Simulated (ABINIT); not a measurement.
The system is BP.

```xyz
2
Lattice="0.0000 2.2690 2.2690 2.2690 0.0000 2.2690 2.2690 2.2690 0.0000" Properties=species:S:1:pos:R:3 pbc="T T T"
P     3.4035    3.4035    3.4035
B     0.0000    0.0000    0.0000
```

Base run:

```yaml
Program: ABINIT 10.8.3 (patched build)
Functional: OLYP
Potentials_or_basis: PseudoDojo NC SR PBE v0.4.1 standard
Cutoff: 1034 eV
k_mesh: 10 × 10 × 10
Occupations: fermi-dirac, width 0.05 eV
Spin: no spin polarisation
```

Its results: band gap on the k mesh 1.39 eV, indirect (least direct gap 3.41 eV); pressure -2.5 GPa.

The run is repeated on the same cell with these changes: functional from OLYP to HLE16. What comes out?

Band gap on the k mesh 1.86 eV, indirect (least direct gap 3.54 eV); pressure -32.7 GPa.

Caveats: the potentials were made for another functional, which shifts forces and pressure; the cell as given lies far from equilibrium (some runs); the potentials were made for a functional far from this one (some runs); so large a pressure means that the cell lies far from this level's equilibrium, or that cutoff or potentials fall short (some runs).
